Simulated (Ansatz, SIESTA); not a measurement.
**SiC: 7 runs at one level of theory**

```
Si C
1.0
     3.09500    0.00000    0.00000
    -1.54750    2.68035    0.00000
     0.00000    0.00000   15.17000
Si C
6 6
Direct
  0.66667 0.33333 0.45830
  0.33333 0.66667 0.95830
  0.66667 0.33333 0.79170
  0.33333 0.66667 0.29170
  0.00000 0.00000 0.62500
  0.00000 0.00000 0.12500
  0.66667 0.33333 0.33330
  0.33333 0.66667 0.83330
  0.66667 0.33333 0.66670
  0.33333 0.66667 0.16670
  0.00000 0.00000 0.50000
  0.00000 0.00000 0.00000
```

Alike in all runs: task band structure; functional PBE; k mesh 10 × 10 × 2; occupations fermi-dirac, width 0.05 eV; no spin polarisation; no spin-orbit coupling. Pressure is positive in compression and, in plane waves, holds the error of the finite cutoff, which Ansatz's Pulay term estimates and takes out. Gaps are the smaller of the mesh's and the band path's.

| program and potentials | plane-wave cutoff (eV) | notes | band gap (eV) | pressure (GPa) | largest force (eV/Å) |
| --- | --- | --- | --- | --- | --- |
| SIESTA, files PseudoDojo sr-pbe-0.4.1-standard, DZP (energy shift 0.01 Ry) | - | atomic basis | 1.99 | 1.90 | 0.130 |
| Ansatz, SPMS NC | 1034 | Pulay term of +0.25 GPa included | 2.02 | 0.31 | 0.141 |
| Ansatz, Ansatz PAW (files of its older set among them) | 820 | - | 2.02 | 0.23 | 0.142 |
| SIESTA, files PseudoDojo sr-pbe-0.4.1-standard, DZP (energy shift 0.002 Ry) | - | atomic basis | 2.01 | 3.44 | 0.138 |
| SIESTA, files PseudoDojo sr-pbe-0.4.1-standard, TZDP (energy shift 0.01 Ry) | - | atomic basis | 2.03 | 1.32 | 0.113 |
| SIESTA, files PseudoDojo sr-pbe-0.4.1-standard, TZP (energy shift 0.005 Ry) | - | atomic basis | 2.02 | 3.23 | 0.145 |
| Ansatz, Ansatz NC | 1116 | - | ? | ? | ? |

**Question.** Estimate from the other rows what the run with Ansatz, Ansatz NC gave.

**Answer.** Band gap 2.01 eV; pressure 0.41 GPa; largest force 0.141 eV/Å. The other rows, which needn't bracket it: band gap 1.99 to 2.03; pressure 0.23 to 3.44; largest force 0.113 to 0.145.
